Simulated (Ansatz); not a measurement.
# Al2Pt: the cost of one run

Computed with Ansatz 0.2.0 (DFT LDA, scalar-relativistic, unless a step's input says otherwise).

## 1. The starting structure

Symmetry: Fm-3m, No. 225, cubic system. Conventional cell: a = 5.910 Å, b = 5.910 Å, c = 5.910 Å, α = 90.00°, β = 90.00°, γ = 90.00°. Al (site symmetry -43m) has 4 Pt at 2.56 Å in its first shell of neighbours. Pt (site symmetry m-3m) is surrounded by 8 Al at 2.56 Å.

Structure file:

```xyz
3
Lattice="0.0000 2.9550 2.9550 2.9550 0.0000 2.9550 2.9550 2.9550 0.0000" Properties=species:S:1:pos:R:3 pbc="T T T"
Al    1.4775    1.4775    1.4775
Al    4.4325    4.4325    4.4325
Pt    0.0000    0.0000    0.0000
```

Atoms are numbered in the order of the input: Al1, Al2, Pt3.

## 2. After the deformation

Space group Fm-3m before, I4/mmm after.

## 3. LAPW, all electrons

input.yaml reads:

```yaml
crystal:
  lattice:
    - [0.0, 2.955, 2.8959]
    - [2.955, 0.0, 2.8959]
    - [2.955, 2.955, 0.0]
  atoms:
    - { symbol: Al, position: [0.25, 0.25, 0.25] }
    - { symbol: Al, position: [0.75, 0.75, 0.75] }
    - { symbol: Pt, position: [0.0, 0.0, 0.0] }
kpoints:
  mp_grid: { grid: [12, 12, 12] }
  band_path:
    path:
      - [0.0, 0.0, 0.0]
      - [0.0, 0.5, 0.5]
      - [0.25, 0.75, 0.5]
      - [0.0, 0.5, 0.0]
      - [0.0, 0.0, 0.0]
      - [0.5, 0.5, 0.0]
      - [0.3801541025, 0.6198458975, 0.0]
      - [-0.3801541025, 0.3801541025, 0.0]
      - [0.0, 0.0, 0.0]
    npoints: 5
scf:
  occupations: { method: fermi_dirac, width: 0.08 }
hamiltonian:
  xc: lda
  pseudopotentials: { kind: all_electron, lapw: { basis_error: 0.001 } }
output:
  forces: true
  stress: true
  eigenvalues: true
```

The run is started by

```console
> ansatz run input.yaml --threads 1 --pin off --max-ram 4096MiB --backend cpu --events-out ev --progress --plain --runs-dir out
```

**Question.** How long does this run take on 1 thread of AMD EPYC 9R45 (Zen 5), shared host, and how much memory does it need?

About 20 s, with a peak of 0.88 GiB.
